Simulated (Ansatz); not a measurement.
MgO:

```xyz
2
Lattice="0.0000 2.0970 2.0970 2.0970 0.0000 2.0970 2.0970 2.0970 0.0000" Properties=species:S:1:pos:R:3 pbc="T T T"
Mg    0.0000    0.0000    0.0000
O     2.0970    2.0970    2.0970
```

The cell is a database's computed one.

Program: Ansatz 0.2.0. Alike in all runs: potentials or basis all-electron LAPW, scalar-relativistic; no spin polarisation; cell as given; k mesh 11 × 11 × 11; basis error allowed 0.001 eV/atom.

Question: Order these runs on this cell by their pressure, lowest first.
A. level LDA; cutoff (eV) 316; smearing fermi-dirac 0.05 eV
B. level PBEsol; cutoff (eV) 316; smearing gaussian 0.02 eV
C. level revPBE; cutoff (eV) 316; smearing fermi-dirac 0.05 eV
D. level RPBE+D4; cutoff (eV) 317; smearing gaussian 0.1 eV

Answer: A (-3.9 GPa), B (2.4 GPa), D (4.2 GPa), C (10.8 GPa).

Not every run made on this cell is shown here.
